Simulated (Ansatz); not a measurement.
# BN: the cost of one run

Computed with Ansatz 0.2.0 (DFT PBE, scalar-relativistic, plane waves, PAW, unless a step's input says otherwise).

1 further run of the same task is left out (set aside as unsound or not needed). Runs told in other sessions of the task aren't counted.

**1. Starting point**

The structure is cubic, space group F-43m (No. 216). Conventional cell: a = 3.625 Å, b = 3.625 Å, c = 3.625 Å, α = 90.00°, β = 90.00°, γ = 90.00°. B (site symmetry -43m) is surrounded by 4 N at 1.57 Å. Around N (site symmetry -43m) lie 4 B at 1.57 Å.

Coordinates:

```cif
data_structure
_symmetry_space_group_name_H-M 'P 1'
_symmetry_Int_Tables_number 1
_cell_length_a 2.5630
_cell_length_b 2.5630
_cell_length_c 2.5630
_cell_angle_alpha 60.000
_cell_angle_beta 60.000
_cell_angle_gamma 60.000
_cell_volume 11.91
loop_
_atom_site_label
_atom_site_type_symbol
_atom_site_fract_x
_atom_site_fract_y
_atom_site_fract_z
_atom_site_occupancy
B1 B 0.00000 0.00000 0.00000 1
N1 N 0.75000 0.75000 0.75000 1
```

It goes back to an entry of the Materials Project.

This cell was relaxed beforehand with the same method: volume 5.95 Å³/atom, gap on the mesh 4.46 eV.

**2. Zero of energy**

The reference gives a free energy of -542.2757 eV, pressure -0.01 GPa, largest force 0.000 eV/Å and gap on the mesh 4.46 eV. It was computed beforehand with the settings of the runs below.

**3. The scan: one atom moved over a plane**

Atom 1 (B) is moved by p along (0.000, 1.000, 0.000) and q along (0.000, 0.000, 1.000) (Å), all else fixed; its images in the other cells move with it. Points alike by symmetry are run once.

**4. At p = -0.450, q = -0.450**

The input, input.yaml:

```yaml
crystal:
  lattice:
    - [0.0, 1.8123485134, 1.8123485134]
    - [1.8123485134, 0.0, 1.8123485134]
    - [1.8123485134, 1.8123485134, 0.0]
  atoms:
    - { symbol: B, position: [-0.2482966144, 0.0, 0.0] }
    - { symbol: "N", position: [0.75, 0.75, 0.75] }
basis:
  ecutwfc: 420
kpoints:
  mp_grid: { grid: [12, 12, 12] }
hamiltonian:
  xc: pbe
scf:
  occupations: { method: gaussian, width: 0.05 }
output:
  forces: true
  stress: true
  eigenvalues: true
```

Started as:

```bash
$ ansatz run input.yaml --threads 2 --pin off --max-ram 5120MiB --backend cpu --events-out ev --progress --plain --runs-dir out
```

Q: Estimate wall time and peak memory on 2 threads of Arm Neoverse V1, shared host.

About 2.8 s, with a peak of 0.34 GiB.
